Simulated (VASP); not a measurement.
Computed with LDA (Ceperley-Alder, Perdew-Zunger), VASP's LDA PAW potentials (set 64) (plane waves; VASP).

VASP ran on this input.

### INCAR
```
SYSTEM = Ti3SiC2
PREC = Accurate
ENCUT = 400
EDIFF = 1E-6
NELM = 100
ALGO = Normal
LREAL = .FALSE.
LASPH = .TRUE.
ISMEAR = 0
SIGMA = 0.1
LMAXMIX = 4
LWAVE = .FALSE.
LCHARG = .FALSE.
ISIF = 2
```

### KPOINTS
```
Automatic mesh
0
Gamma
8 8 2
0.5 0.5 0.5
```

**POSCAR**
```
Ti3SiC2
1.0
  3.0814910000   0.0000000000   0.0000000000
 -1.5407460000   2.6686490000   0.0000000000
  0.0000000000   0.0000000000  17.7618820000
Ti Si C
6 2 4
Cart
  1.5407468741   0.8895487771   6.4816659794
 -0.0000018741   1.7791002229  11.2802160206
 -0.0000018741   1.7791002229  15.3626069794
  1.5407468741   0.8895487771   2.3992750206
  0.0000000000   0.0000000000   8.8809410000
  0.0000000000   0.0000000000   0.0000000000
  0.0000000000   0.0000000000  13.3214115000
  0.0000000000   0.0000000000   4.4404705000
 -0.0000018741   1.7791002229   7.5933821738
  1.5407468741   0.8895487771  10.1684998262
  1.5407468741   0.8895487771  16.4743231738
 -0.0000018741   1.7791002229   1.2875588262
```

POTCAR, in this order: Ti_sv Si C (LDA.64 set). Program: vasp_std.

The run wrote:

**OSZICAR**
```
       N       E                     dE             d eps       ncg     rms          rms(c)
DAV:   1     0.116619189632E+04    0.11662E+04   -0.39766E+04  2280   0.167E+03
DAV:   2     0.597958541318E+02   -0.11064E+04   -0.10782E+04  2280   0.549E+02
DAV:   3    -0.123702127676E+03   -0.18350E+03   -0.17795E+03  3477   0.189E+02
DAV:   4    -0.140741896888E+03   -0.17040E+02   -0.16946E+02  3232   0.560E+01
DAV:   5    -0.141846392999E+03   -0.11045E+01   -0.11035E+01  3600   0.130E+01    0.404E+01
DAV:   6    -0.116193912228E+03    0.25652E+02   -0.24257E+02  3115   0.786E+01    0.137E+01
DAV:   7    -0.115549650399E+03    0.64426E+00   -0.45908E+01  3151   0.346E+01    0.969E+00
DAV:   8    -0.114910251241E+03    0.63940E+00   -0.14107E+01  3094   0.183E+01    0.593E+00
DAV:   9    -0.114695827207E+03    0.21442E+00   -0.16803E+00  3248   0.682E+00    0.188E+00
DAV:  10    -0.114673440907E+03    0.22386E-01   -0.37567E-01  3544   0.348E+00    0.888E-01
DAV:  11    -0.114682058356E+03   -0.86174E-02   -0.59799E-02  3167   0.149E+00    0.471E-01
DAV:  12    -0.114679856113E+03    0.22022E-02   -0.19881E-02  3120   0.123E+00    0.117E-01
DAV:  13    -0.114679905760E+03   -0.49647E-04   -0.19678E-03  3424   0.303E-01    0.335E-02
DAV:  14    -0.114679909962E+03   -0.42016E-05   -0.25596E-04  3224   0.917E-02    0.192E-02
DAV:  15    -0.114679907832E+03    0.21297E-05   -0.42523E-05  3176   0.520E-02    0.661E-03
DAV:  16    -0.114679907361E+03    0.47099E-06   -0.90756E-06  2936   0.180E-02
   1 F= -.11467991E+03 E0= -.11467391E+03  d E =-.120029E-01
```

OUTCAR:
```
------------------------ aborting loop because EDIFF is reached ----------------------------------------
  FORCE on cell =-STRESS in cart. coord.  units (eV):
  Direction    XX          YY          ZZ          XY          YZ          ZX
  --------------------------------------------------------------------------------------
  Total      -11.0004201    -11.0004161    -11.5896946      0.0000021      0.0000000      0.0000000
  in kB     -120.6642209   -120.6641768   -127.1280062      0.0000226      0.0000000      0.0000000
  external PRESSURE =    -122.8188013 kB  Pullay stress =       0.0000000 kB
  volume of cell :      146.06
      direct lattice vectors                 reciprocal lattice vectors
     3.081491000  0.000000000  0.000000000     0.324518228  0.187360782  0.000000000
    -1.540746000  2.668649000  0.000000000     0.000000000  0.374721441  0.000000000
     0.000000000  0.000000000 17.761882000     0.000000000  0.000000000  0.056300340
 POSITION                                       TOTAL-FORCE (eV/Angst)
 -----------------------------------------------------------------------------------
      1.54075      0.88955      6.48167        -0.000000     -0.000000      0.379912
     -0.00000      1.77910     11.28022         0.000000      0.000000     -0.379912
     -0.00000      1.77910     15.36261         0.000000      0.000000      0.379912
      1.54075      0.88955      2.39928        -0.000000      0.000000     -0.379912
      0.00000      0.00000      8.88094         0.000000      0.000000     -0.000000
      0.00000      0.00000      0.00000         0.000000      0.000000     -0.000000
      0.00000      0.00000     13.32141         0.000000     -0.000000     -0.000000
      0.00000      0.00000      4.44047         0.000000      0.000000     -0.000000
     -0.00000      1.77910      7.59338        -0.000000      0.000000     -0.034237
      1.54075      0.88955     10.16850         0.000000     -0.000000      0.034237
      1.54075      0.88955     16.47432         0.000000     -0.000000     -0.034237
     -0.00000      1.77910      1.28756         0.000000      0.000000      0.034237
 -----------------------------------------------------------------------------------
    total drift:                                0.000000      0.000000      0.000000
  FREE ENERGIE OF THE ION-ELECTRON SYSTEM (eV)
  ---------------------------------------------------
  free  energy   TOTEN  =      -114.6799073613 eV

  energy  without entropy=     -114.6679044533  energy(sigma->0) =     -114.67390591
```
(Selected blocks of OUTCAR.)

At this cut-off the stress carries a Pulay error, which pulls relaxed volumes low.

The structure comes from a computed database's Ti3SiC2 entry, a phase known from measurement. The cell was not relaxed at this level.
